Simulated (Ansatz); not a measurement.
The elements of this relaxed trial crystal are hidden behind letters.

```
lattice vectors (Å)
   1.6692    0.9637   12.8532
  -1.6692    0.9637   12.8532
   0.0000   -1.9275   12.8532
fractional positions
X 0.2046 0.2046 0.2046
X 0.7954 0.7954 0.7954
X 0.0000 0.0000 0.0000
Z 0.3988 0.3988 0.3988
Z 0.6012 0.6012 0.6012
```

Level of theory: DFT PBE, scalar-relativistic, plane waves, PAW (Ansatz 0.2.0). Plane waves to 420 eV, a 12×12×12 mesh through Γ for the 5-atom cell and 0.10 eV Gaussian smearing; no spin polarisation.

- Space group: R-3m (No. 166)
- Conventional cell: a = 3.338 Å, c = 38.559 Å
- Volume per atom: 24.81 Å³
- Density: 6.71 g/cm³
- Energy over the elements: +0.21 eV/atom
- Gap on the 12×12×12 mesh of the 5-atom cell: 0 eV (a metal)

Energies are uncorrected and count from the elements' standard states at the same level.

Question: X is a p-block element of period 5 and Z is a p-block element of period 4. Which elements are they?

Answer: X = Sn, Z = Ge, so the formula is Sn3Ge2. Density times volume gives a mean mass of 6.71 × 24.81/1.6605 = 100.3 u per atom, and this set has 100.3 u. Sn on a site of symmetry 3m is surrounded by 3 Ge at 3.11 Å and 9 Sn at 3.34–3.51 Å; around Sn on a site of symmetry -3m lie 6 Ge at 3.18 Å and 6 Sn at 3.34 Å; around Ge lie 6 Sn at 3.11–3.18 Å and 6 Ge at 3.34 Å. Other sets within the hints have nearly the same mass, so mass alone doesn't settle it; this one was computed.

Symmetry constrained the relaxation, so the result can be a saddle point. Another cell of Sn3Ge2 relaxed alike, in I4/mmm, lies 26 meV/atom lower, so this cell isn't the stable form at this level.
